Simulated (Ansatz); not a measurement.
Crystal: SnSe.

```
Sn Se
1.0
     0.00000    3.01000    3.01000
     3.01000    0.00000    3.01000
     3.01000    3.01000    0.00000
Sn Se
1 1
Direct
  0.00000 0.00000 0.00000
  0.50000 0.50000 0.50000
```

Measurements of this composition are mostly on another form, of space group No. 62.

```yaml
Program: Ansatz 0.2.0
Task: relaxation of cell and atoms
Functional: revPBE
Dispersion: D4
Potentials_or_basis: Ansatz PAW polarizable
Cutoff: "420 eV (not typed: the program's choice for these potentials)"
k_mesh: 8 × 8 × 8
Occupations: cold, width 0.025 eV
Spin: no spin polarisation
```

At the start: volume 27.27 Å³/atom.

Q: How do energy, volume and symmetry change on relaxing?

A: It ends after 5 steps and the volume is 26.40 Å³/atom (-3.2 %); space group Fm-3m (No. 225, to 0.05 Å).

Step by step:
| step | energy change (eV) | largest force (eV/Å) | volume (Å³) |
| --- | --- | --- | --- |
| 1 | 0.0000 | 0.0000 | 54.54 |
| 2 | -0.0083 | 0.0000 | 52.37 |
| 3 | -0.0088 | 0.0000 | 52.86 |
| 4 | -0.0088 | 0.0000 | 52.79 |
| 5 | -0.0086 | 0.0000 | 52.79 |

Final structure:
```yaml
crystal:
  lattice:
    - [0.00000, 2.97750, 2.97750]
    - [2.97750, 0.00000, 2.97750]
    - [2.97750, 2.97750, 0.00000]
  atoms:
    - { symbol: Sn, position: [0.00000, 0.00000, 0.00000] }
    - { symbol: Se, position: [0.50000, 0.50000, 0.50000] }
```

Caveat: the plane-wave basis is chosen anew once the cell has moved, so the energies of steps on either side of that aren't comparable; the PAW data sets come from PBE, with cores solved anew for the run's functional, which leaves a small shift of forces and pressure.
